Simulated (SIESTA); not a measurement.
The system is NbP.

```xyz
4
Lattice="-1.6749 1.6749 5.7401 1.6749 -1.6749 5.7401 1.6749 1.6749 -5.7401" Properties=species:S:1:pos:R:3 pbc="T T T"
Nb    1.6749    0.0000    2.8687
Nb    0.0000    0.0000    5.7387
P     0.0000    1.6749    3.8200
P     0.0000    0.0000    0.9500
```

The cell is a database's computed one.

Base run:

- Program: SIESTA 5.4.2
- Functional: AM05
- Potentials or basis: PseudoDojo 0.4 standard (PBEsol files)
- Basis: DZP (energy shift 0.003 Ry; two zetas on semicore shells)
- Grid cutoff: 800 Ry
- Energy shift: 0.003 Ry
- k mesh: 11 × 11 × 11
- Occupations: fermi-dirac, width 0.05 eV
- Spin: no spin polarisation

Its results: band gap on the k mesh none (metal or under the smearing width); pressure -5.7 GPa; largest force 0.029 eV/Å.

Question: After a change of settings the same cell gave: band gap on the k mesh none (metal or under the smearing width); pressure -4.5 GPa; largest force 0.026 eV/Å. Which change was it?
A. functional from AM05 to vdW-DF-cx; potentials or basis from PseudoDojo 0.4 standard (PBEsol files) to PseudoDojo 0.4 standard (PBE files)
B. functional from AM05 to PBEsol
C. functional from AM05 to PBE; potentials or basis from PseudoDojo 0.4 standard (PBEsol files) to PseudoDojo 0.4 standard (PBE files)
D. functional from AM05 to BLYP; potentials or basis from PseudoDojo 0.4 standard (PBEsol files) to PseudoDojo 0.4 standard (PBE files)

Answer: B.

Caveats: the basis of atomic orbitals isn't converged, which shifts pressures, moduli and gaps; the potentials were made for another functional, which shifts forces and pressure (some runs).

Not every run made on this cell is shown here.
